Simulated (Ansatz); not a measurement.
# Ge (Fd-3m) in Ansatz: equation of state

Aim: energy against volume of Ge in PBEsol, for its equilibrium volume and stiffness.

All numbers are computed with Ansatz 0.2.0; they aren't measurements. Logs are shortened: lines on timing, memory, paths and dates and some standing lists are left out, and cuts for length are marked.

**The experiment to reproduce.**

From “Sub-monolayer structures of Ag overlayers on Ge(111): experimental observations and first-principles study”, 2019, arxiv:1908.00180, for a bulk crystal of Ge: bulk modulus 75.8 GPa.

How close the calculation comes is told below.

## 1. The crystal as given

Symmetry: Fd-3m, No. 227, cubic system. Conventional cell: a = 5.658 Å, b = 5.658 Å, c = 5.658 Å, α = 90.00°, β = 90.00°, γ = 90.00°. Around Ge (site symmetry -43m) lie 4 Ge at 2.45 Å.

## 2. Single point, PBEsol, 21.28 Å³/atom (volume scaled by 0.94)

Input file input.yaml:

```yaml
crystal:
  lattice:
    - [0.0, 2.7711609388, 2.7711609388]
    - [2.7711609388, 0.0, 2.7711609388]
    - [2.7711609388, 2.7711609388, 0.0]
  atoms:
    - { symbol: Ge, position: [0.75, 0.75, 0.75] }
    - { symbol: Ge, position: [0.5, 0.5, 0.5] }
hamiltonian:
  xc: pbesol
  pseudopotentials: { kind: paw }
kpoints:
  mp_grid: { grid: [8, 8, 8] }
scf:
  occupations: { method: fermi_dirac, width: 0.05 }
output:
  forces: true
  stress: true
  eigenvalues: true
```

Potentials or basis: Ansatz PAW.

Launch:

```bash
$ ansatz run input.yaml --threads 2 --pin off --max-ram 5632MiB --backend cpu --events-out ev --progress --plain --runs-dir out
```

The program printed:

```text
Warning: RAYON_NUM_THREADS=2 ignored (pool sized by the plan → 2); use --threads N
Engine: ansatz 0.2.0, x86_64-unknown-linux-gnu
Pseudopotentials: kind: paw
Pseudopotential: Ge, paw, valence charge 14, recommended cutoff 420 eV (normal), Ge.paw.azcp
Functional definition: PBEsol
  exchange = pbesol_x
  correlation = pbesol_c
Crystal: 2 atoms, lattice volume = 42.561 Å³
Basis set: ecut = 420 eV, 869 PW (Γ), exchange–correlation on 54×54×54 points (8 copies of the dense FFT grid, shifted against one another)
Bands: 18, of which v1, the nominal top of the filled ones, is band 14 counted from 1 (13 counted from 0)
Symmetry: 48 space group operations
Space group: Fd-3m (ITA 227), of the structure as read, at distance tolerance 3.5e-5 Å
k-points: 29 of 512
Non-local potential: Ge, projectors of the file, l = 0: 2, l = 1: 2, l = 2: 3, l = 3: 1
PAW form: soft (Blöchl's): semilocal exchange-correlation on the pseudo side does not see the compensation charge
PAW frozen core: Ge, regenerated for the run's functional, and the local potential with it (the file was generated under x = pbe(κ = 0.804, μ = 0.2195149727645171), c = pbe(β = 0.06672455060314922))
PAW one-centre angular grid: Ge, 590 points (default); XC on 64 Gauss nodes
Initial density: superposition of atomic densities (neutral atoms: chi_scale 0, normalization atom), corrected by the library's trained network
Initial wavefunctions: pseudopotential atomic-orbital guess
Functional: x = pbesol(κ = 0.804, μ = 0.12345679012345678), c = pbesol(β = 0.046)
SCF iter   1: F=—  HF=-8506.932773 eV  |F-HF|=—  |Δ(HF+E_count)|=         —  Δρ=1.97e-3  dr2=1.57e-3  ethr=1.77e-3  ⟨swp⟩=6.0  Hψ=2474  notcnv=0
preconditioner: auto → none  [insulator: Δε(μ)=0.310 eV  Ē_g=23.636 eV  σ=0.050 eV  W_gap=0.91  n_scr=14 (ndim 8)  ℏωp=30.1 eV  f_vac=0.053  D(μ)=0.03/eV (n_scr^D=0)  ε∞_Penn≈2.6]
SCF iter   2: F=—  HF=-8506.931536 eV  |F-HF|=—  |Δ(HF+E_count)|=   1.24e-3  Δρ=1.01e-3  dr2=2.61e-4  ethr=5.61e-6  ⟨swp⟩=2.9  Hψ=1139  notcnv=0
SCF iter   3: F=—  HF=-8506.931622 eV  |F-HF|=—  |Δ(HF+E_count)|=   8.65e-5  Δρ=2.29e-4  dr2=1.59e-5  ethr=9.34e-7  ⟨swp⟩=2.0  Hψ=928  notcnv=0
SCF iter   4: F=—  HF=-8506.931615 eV  |F-HF|=—  |Δ(HF+E_count)|=   7.02e-6  Δρ=1.74e-4  dr2=6.10e-6  ethr=5.69e-8  ⟨swp⟩=2.0  Hψ=933  notcnv=0
SCF iter   5: F=—  HF=-8506.931609 eV  |F-HF|=—  |Δ(HF+E_count)|=   6.28e-6  Δρ=6.81e-5  dr2=9.52e-7  ethr=2.18e-8  ⟨swp⟩=2.0  Hψ=853  notcnv=0
SCF iter   6: F=-8506.931608 eV  HF=-8506.931608 eV  |F-HF|=9.17e-8  |Δ(HF+E_count)|=   1.03e-6  Δρ=1.38e-5  dr2=3.26e-8  ethr=3.57e-10  ⟨swp⟩=2.6  Hψ=1992  notcnv=0
SCF 1 converged in 6 iterations: F = -8506.931608 eV  dr2 = 3.26e-8
SCF converged after 6 iterations
Free energy (F): -8506.931608 eV
Harris-Foulkes:  -8506.931608 eV  (|F-HF|=9.17e-8)
Internal energy: -8506.931303 eV  (E = F + TS)
E sigma→0 (E₀):  -8506.931455 eV
Entropy (-TS):   -0.000305 eV (-0.153 meV/atom)
Fermi energy:    9.430331 eV
--- Per-component energies (eV) ---
  E_band       = -281.969715
  E_kinetic    = 225.146071
  E_local      = -4854.803287  (includes V_loc(G=0)·N_el)
  E_nonlocal   = 841.436698
  E_hartree    = 2132.481223
  E_xc         = -150.945949
  E_vxc        = -130.799933  (∫ρ·V_xc dr)
  E_paw        = -3958.950035  (= ΣΔE_a)
  E_vpaw       = -627.928082  (= ΣTr[D̂ρ^β])
  E_aug_tail   = 0.000824  (compensation charges beyond the density's cutoff)
  E_ewald      = -2743.132721
  E_core_change = 1.835872  (= ΣΔE_core)
  E_smearing   = -0.000305  (= −TS)
  E_closure    = -0.000000  (closes the sum)
  Σ components = -8506.931608   (vs F -8506.931608, Δ=0.00e0)
--- Forces (eV/Å), atoms counted from 1 ---
  atom   1  Ge    -0.00000000    -0.00000000    -0.00000000
  atom   2  Ge    -0.00000000    -0.00000000    -0.00000000
  max |Σ_I F_I| component: 5.55e-17 eV/Å
--- Stress (GPa, compression-positive) ---
        5.637995      -0.000000       0.000000
       -0.000000       5.637995       0.000000
       -0.000000      -0.000000       5.637995
  P = ⅓ Tr σ = 5.6380 GPa (56.380 kbar)
--- Band table (eV; the first three rows and the last of 29) ---
  k-point 0: bands = ["-15.6207", "-15.6207", "-15.6207", "-15.5795", "-15.5795", "-15.3318", "-15.3318", "-15.3318", "-15.3122", "-15.3122", "-3.9949", "9.2909", "9.2909", "9.2909", "9.8470", "11.8383", "11.8383", "11.8383"]
  k-point 1: bands = ["-15.6304", "-15.6304", "-15.6179", "-15.5658", "-15.5658", "-15.3445", "-15.3445", "-15.3353", "-15.3016", "-15.3016", "-3.7926", "6.9812", "8.9240", "8.9240", "10.5722", "12.3227", "12.3227", "12.9487"]
  k-point 2: bands = ["-15.6422", "-15.6422", "-15.6108", "-15.5454", "-15.5454", "-15.3600", "-15.3600", "-15.3438", "-15.2901", "-15.2901", "-3.2037", "4.4565", "8.3370", "8.3370", "10.1164", "12.9708", "12.9708", "15.2243"]
  k-point 28: bands = ["-15.6766", "-15.6766", "-15.5113", "-15.5113", "-15.4525", "-15.4525", "-15.4141", "-15.4141", "-15.2514", "-15.2514", "0.2636", "0.2636", "5.0469", "5.0469", "13.8184", "13.8184", "13.9601", "13.9601"]
```

Wall time 0.73 s (2 threads of AMD EPYC 7R13 (Zen 3), shared host); peak memory 0.35 GiB.

What came out:

- Free energy: -8506.9316 eV
- Pressure: 5.6 GPa
- Band gap on the k mesh: 0.31 eV, indirect (least direct gap 0.56 eV)

Caveat: the PAW data sets come from PBE, with cores solved anew for the run's functional, which leaves a small shift of forces and pressure.

## 3. Single point, PBEsol, 21.73 Å³/atom (volume scaled by 0.96)

Edit input.yaml of step 2 so:

```diff
@@ -2,5 +2,5 @@
   lattice:
-    - [0.0, 2.7711609388, 2.7711609388]
-    - [2.7711609388, 0.0, 2.7711609388]
-    - [2.7711609388, 2.7711609388, 0.0]
+    - [0.0, 2.7906767997, 2.7906767997]
+    - [2.7906767997, 0.0, 2.7906767997]
+    - [2.7906767997, 2.7906767997, 0.0]
   atoms:
```

Potentials or basis: Ansatz PAW.

Launch:

```bash
$ ansatz run input.yaml --threads 2 --pin off --max-ram 5632MiB --backend cpu --events-out ev --progress --plain --runs-dir out
```

Wall time 0.83 s (2 threads of AMD EPYC 7R13 (Zen 3), shared host); peak memory 0.35 GiB.

The run converged. Its results:

```yaml
Free_energy: -8506.9580 eV
Pressure: 3.8 GPa
Band_gap_on_the_k_mesh: 0.24 eV, indirect (least direct gap 0.36 eV)
```

Caveat: the PAW data sets come from PBE, with cores solved anew for the run's functional, which leaves a small shift of forces and pressure.

## 4. Single point, PBEsol, 22.19 Å³/atom (volume scaled by 0.98)

Edit input.yaml of step 3 so:

```diff
@@ -2,5 +2,5 @@
   lattice:
-    - [0.0, 2.7906767997, 2.7906767997]
-    - [2.7906767997, 0.0, 2.7906767997]
-    - [2.7906767997, 2.7906767997, 0.0]
+    - [0.0, 2.8099234548, 2.8099234548]
+    - [2.8099234548, 0.0, 2.8099234548]
+    - [2.8099234548, 2.8099234548, 0.0]
   atoms:
@@ -19 +19,5 @@
   eigenvalues: true
+  write_density: true
+  write_potential: true
+  elf: true
+  volumetric_format: npy
```

Launch:

```bash
$ ansatz run input.yaml --threads 2 --pin off --max-ram 5632MiB --backend cpu --events-out ev --progress --plain --runs-dir out
```

Run time: 1.7 s. Hardware: 2 threads of AMD EPYC 7R13 (Zen 3), shared host; peak memory 0.36 GiB.

Results (log left out):

- Free energy: -8506.9744 eV
- Pressure: 2.1 GPa
- Band gap on the k mesh: 0.17 eV, direct

Caveat: the PAW data sets come from PBE, with cores solved anew for the run's functional, which leaves a small shift of forces and pressure.

## 5. Single point, PBEsol, 22.64 Å³/atom

Input file input.yaml:

```yaml
crystal:
  lattice:
    - [0.0, 2.82891, 2.82891]
    - [2.82891, 0.0, 2.82891]
    - [2.82891, 2.82891, 0.0]
  atoms:
    - { symbol: Ge, position: [0.75, 0.75, 0.75] }
    - { symbol: Ge, position: [0.5, 0.5, 0.5] }
hamiltonian:
  xc: pbesol
  pseudopotentials: { kind: paw }
kpoints:
  mp_grid: { grid: [8, 8, 8] }
scf:
  occupations: { method: fermi_dirac, width: 0.05 }
output:
  forces: true
  stress: true
  eigenvalues: true
```

Launch:

```bash
$ ansatz run input.yaml --threads 2 --pin off --max-ram 5632MiB --backend cpu --events-out ev --progress --plain --runs-dir out
```

Wall time 0.93 s (2 threads of AMD EPYC 7R13 (Zen 3), shared host); peak memory 0.34 GiB.

The run converged. Its results:

- Free energy: -8506.9821 eV
- Pressure: 0.6 GPa
- Band gap on the k mesh: none (metal or under the smearing width)

Caveat: the PAW data sets come from PBE, with cores solved anew for the run's functional, which leaves a small shift of forces and pressure.

## 6. Single point, PBEsol, 23.09 Å³/atom (volume scaled by 1.02)

Edit input.yaml of step 5 so:

```diff
@@ -2,5 +2,5 @@
   lattice:
-    - [0.0, 2.82891, 2.82891]
-    - [2.82891, 0.0, 2.82891]
-    - [2.82891, 2.82891, 0.0]
+    - [0.0, 2.8476450493, 2.8476450493]
+    - [2.8476450493, 0.0, 2.8476450493]
+    - [2.8476450493, 2.8476450493, 0.0]
   atoms:
```

Potentials or basis: Ansatz PAW.

Launch:

```bash
$ ansatz run input.yaml --threads 2 --pin off --max-ram 5632MiB --backend cpu --events-out ev --progress --plain --runs-dir out
```

Run time: 0.9 s. Hardware: 2 threads of AMD EPYC 7R13 (Zen 3), shared host; peak memory 0.34 GiB.

Results (log left out):

```
Free energy            : -8506.9820 eV
Pressure               : -0.7 GPa
Band gap on the k mesh : none (metal or under the smearing width)
```

Caveat: the PAW data sets come from PBE, with cores solved anew for the run's functional, which leaves a small shift of forces and pressure.

## 7. Single point, PBEsol, 23.54 Å³/atom (volume scaled by 1.04)

Edit input.yaml of step 6 so:

```diff
@@ -2,5 +2,5 @@
   lattice:
-    - [0.0, 2.8476450493, 2.8476450493]
-    - [2.8476450493, 0.0, 2.8476450493]
-    - [2.8476450493, 2.8476450493, 0.0]
+    - [0.0, 2.8661367691, 2.8661367691]
+    - [2.8661367691, 0.0, 2.8661367691]
+    - [2.8661367691, 2.8661367691, 0.0]
   atoms:
@@ -19 +19,5 @@
   eigenvalues: true
+  write_density: true
+  write_potential: true
+  elf: true
+  volumetric_format: npy
```

Launch:

```bash
$ ansatz run input.yaml --threads 2 --pin off --max-ram 5632MiB --backend cpu --events-out ev --progress --plain --runs-dir out
```

It took 0.96 s on 2 threads of AMD EPYC 7R13 (Zen 3), shared host; peak memory 0.36 GiB.

Results (log left out):

| Quantity | Value |
| --- | --- |
| Free energy | -8506.9749 eV |
| Pressure | -1.8 GPa |
| Band gap on the k mesh | none (metal or under the smearing width) |

Caveat: the PAW data sets come from PBE, with cores solved anew for the run's functional, which leaves a small shift of forces and pressure.

## 8. Single point, PBEsol, 24.00 Å³/atom (volume scaled by 1.06)

Input file input.yaml:

```yaml
crystal:
  lattice:
    - [0.0, 2.8843929095, 2.8843929095]
    - [2.8843929095, 0.0, 2.8843929095]
    - [2.8843929095, 2.8843929095, 0.0]
  atoms:
    - { symbol: Ge, position: [0.75, 0.75, 0.75] }
    - { symbol: Ge, position: [0.5, 0.5, 0.5] }
hamiltonian:
  xc: pbesol
  pseudopotentials: { kind: paw }
kpoints:
  mp_grid: { grid: [8, 8, 8] }
scf:
  occupations: { method: fermi_dirac, width: 0.05 }
output:
  forces: true
  stress: true
  eigenvalues: true
```

Launch:

```bash
$ ansatz run input.yaml --threads 2 --pin off --max-ram 5632MiB --backend cpu --events-out ev --progress --plain --runs-dir out
```

Run time: 0.88 s. Hardware: 2 threads of AMD EPYC 7R13 (Zen 3), shared host; peak memory 0.36 GiB.

The run converged. Its results:

```yaml
Free_energy: -8506.9615 eV
Pressure: -2.9 GPa
Band_gap_on_the_k_mesh: none (metal or under the smearing width)
```

Caveat: the PAW data sets come from PBE, with cores solved anew for the run's functional, which leaves a small shift of forces and pressure.

## 9. Equation of state, PBEsol

Potentials or basis: Ansatz PAW.

No new run: the results of the series are fitted here.

Results:

| Quantity | Value |
| --- | --- |
| Equilibrium volume | 22.85 Å³/atom |
| Bulk modulus | 66 GPa |
| Pressure derivative of the bulk modulus | 4.8 (rough: it moves with the points fitted) |

Energy against volume, from the lowest point:
```tsv
volume (Å³/atom)	energy (meV/atom)
21.281	25.23
21.733	12.02
22.186	3.82
22.639	0.00
23.092	0.03
23.545	3.59
23.997	10.30
```

## 10. Comparison with measurements

Step 9. A measured bulk modulus of Ge is 75.8 GPa (quoted in “Sub-monolayer structures of Ag overlayers on Ge(111): experimental observations and first-principles study”, 2019, arxiv:1908.00180); the calculated 66 GPa misses it by -12.7 %. The fit is for a static lattice scaled at fixed shape and fixed fractional positions. The cell as given is a measured one (22.64 Å³/atom); PBEsol puts the equilibrium volume +1.0 % from it, thermal expansion not counted.
